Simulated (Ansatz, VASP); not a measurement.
# MgO: VASP beside Ansatz

```
Mg O
1.0
     0.00000    2.10711    2.10711
     2.10711    0.00000    2.10711
     2.10711    2.10711    0.00000
Mg O
1 1
Direct
  0.00000 0.00000 0.00000
  0.50000 0.50000 0.50000
```

Alike in both runs: functional PBEsol; k mesh 10 × 10 × 10; occupations gaussian, width 0.02 eV; no spin polarisation.

Ansatz relaxed the structure, and its values are those at the end. VASP's run is a single point on that final structure, the one shown.

```csv
,VASP,Ansatz
version,VASP 6.6.1,Ansatz 0.2.0
potentials or method,"VASP PAW PBE potentials, release 64 (Mg, O)","scalar-relativistic, plane waves, PAW"
plane-wave cutoff (eV),520,420
valence electrons in the cell,8,16
```

```tsv
	VASP	Ansatz	Ansatz less VASP
gap on the k mesh at the Fermi level (eV)	4.62	4.62	0.000
least direct gap on the mesh (eV)	4.62	4.62	0.000
pressure (GPa)	-0.5	0.0	+0.50
```

The two sets of potentials don't hold the same shells in valence.

Caveats: the PAW data sets were made with another functional, which shifts forces and pressure a little (VASP).
